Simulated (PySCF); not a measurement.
# C3H6O (acetone): the cost of one run

Computed with PySCF 2.14.0, with density-fitted response routines of our own, on a single molecule in the gas phase. Atoms count from 0, in the outputs and in this text.

## 1. Starting geometry

10 atoms, charge 0, multiplicity 1; geometry from: GFN2-xTB. The atoms were then displaced at random by about 0.01 Å, so the start is not that level's minimum.

Bonds of the start (Å): C0–C1 1.54, C1–C2 1.52, C1–O3 1.21, C0–H4 1.07, C0–H5 1.06, C0–H6 1.09, C2–H7 1.06, C2–H8 1.11, C2–H9 1.07.

## 2. Relaxing the molecule at PBE0-D3(BJ)/def2-SVP

Job settings and geometry (Å):

```
{"job": {"xc": "PBE0", "basis": "def2-SVP", "d3": "d3bj", "grid": 1, "shake": 0.01, "kind": "geom"}, "charge": 0, "multiplicity": 1}
C      1.288130    -0.171200    -0.087630
C     -0.035280     0.602870    -0.256780
C     -1.269440    -0.150060     0.205690
O     -0.054460     1.716690    -0.726680
H      1.497680    -0.232880     0.958000
H      1.171090    -1.146680    -0.496310
H      2.085170     0.380180    -0.591050
H     -2.083850     0.529520     0.292900
H     -1.060690    -0.627180     1.187450
H     -1.487920    -0.922180    -0.506650
```

On the command line:

```console
> OMP_NUM_THREADS=1 python probes_run.py task.json out
```

This one command runs all jobs of the session in turn.

**Question.** How long does this first job take on 1 thread of Intel Xeon Platinum 8175M at 2.50GHz, shared host, and how much memory does it need?

About 24 s, with a peak of 0.36 GiB.
